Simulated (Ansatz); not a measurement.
# TiAl$_{3}$: how the free axis answers a strain

TiAl$_{3}$, I4/mmm, a = 3.816 Å, c = 8.554 Å. Ansatz: PBEsol, PAW, 420 eV, Γ-centred 10×10×4 mesh on 8 atoms, Gaussian smearing 0.10 eV; no spin polarisation. Series: biaxial strain in the a-b plane, c and atoms relaxed; x is the strain in per cent. y is the change of c in per cent of 8.554 Å.

| x (%) | y (%) |
| --- | --- |
| -3.0 | 1.17 |
| -2.0 | 0.79 |
| -1.0 | 0.41 |
| 0.0 | 0.00 |
| 1.0 | -0.38 |
| 2.0 | -0.82 |
| 3.0 | ? |

Task: Fit y = c1 x + c2 x² to the other rows, say what c1 measures, and predict the missing y.

Result: Least squares on the rows shown. y = −0.4004 x − 0.003214 x². With no stress along c, c1 = −2C13/C33 = -0.400. At x = 3.0 the fit asked for gives -1.23 %. The run gave -1.31 %, so the fit is 0.08 % too high, 3.2 % of the span of the series, against an rms of 0.01 % on the fitted rows. The row lies outside the fitted range. With a term in x³ added, a fit to the same known rows predicts -1.23 %, no real gain.